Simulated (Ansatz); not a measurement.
MgI2 built on the fluorite prototype, relaxed with r2SCAN in the plane-wave code Ansatz. The symmetry is Fm-3m (No. 225, cubic); conventional cell a = 7.511 Å, 35.32 Å³ an atom. Mg is surrounded by 8 I at 3.25 Å; I is surrounded by 4 Mg at 3.25 Å.

The axes x, y and z are those of this cell:
```
Mg I
1.0
     0.00000    3.75572    3.75572
     3.75572    0.00000    3.75572
     3.75572    3.75572    0.00000
Mg I
1 2
Direct
  0.00000 0.00000 0.00000
  0.25000 0.25000 0.25000
  0.75000 0.75000 0.75000
```

Unstrained: The PBE gap is indirect, 0.609 eV (X to Γ), below the direct gap of 1.077 eV at X. The r2SCAN gap is indirect, 1.341 eV (X to Γ), below the direct gap of 1.536 eV at X. With HSE06 the valence top lies at X and the conduction bottom at Γ, 1.427 eV higher; the smallest vertical gap, at X, is 1.821 eV. Meshes: PBE 6×6×6, r2SCAN 6×6×6, HSE06 4×4×4. Strains are changes of length per length. After each strain the atoms were relaxed again with r2SCAN within the symmetry that the strain leaves, so tilts or polar shifts that break it weren't tested; points keep the names that they have in the unstrained zone. (Calculated; spin-unpolarised; the phase may be known or hypothetical.)

Question: Estimate what biaxial -2.71 % in x and y, z held does to the gap.

Answer: PBE: the gap goes from 0.609 to 0.619 eV (+0.010 eV). r2SCAN: the gap goes from 1.341 to 1.235 eV (-0.106 eV); it turns from indirect (X → Γ) to direct (X). HSE06: the gap goes from 1.427 to 1.450 eV (+0.023 eV). The r2SCAN energy rises by 16.1 meV an atom.

Question: One strain changed the r2SCAN stress by xx 0.00, yy 0.00, zz +2.13 GPa (compression positive) and the gap by -0.090 eV (PBE), -0.091 eV (r2SCAN), -0.088 eV (HSE06). Which kind of strain was it, and roughly how large?

Answer: Uniaxial -2.09 % along z, other directions held. The pattern of the stress gives the kind; the size needs the stiffness, so it is an estimate.

Question: Apply isotropic +2.31 % on every length. How far does the gap move, against the unstrained cell?

Answer: PBE: the gap goes from 0.609 to 0.486 eV (-0.123 eV). r2SCAN: the gap goes from 1.341 to 1.197 eV (-0.144 eV). HSE06: the gap goes from 1.427 to 1.282 eV (-0.145 eV). The r2SCAN energy rises by 15.4 meV an atom.

No spin-orbit coupling is included; it can move band edges with weight on the heavy atoms by tenths of an eV.

The meshes of the hybrids are coarse, so their gaps aren't converged to the digits shown.
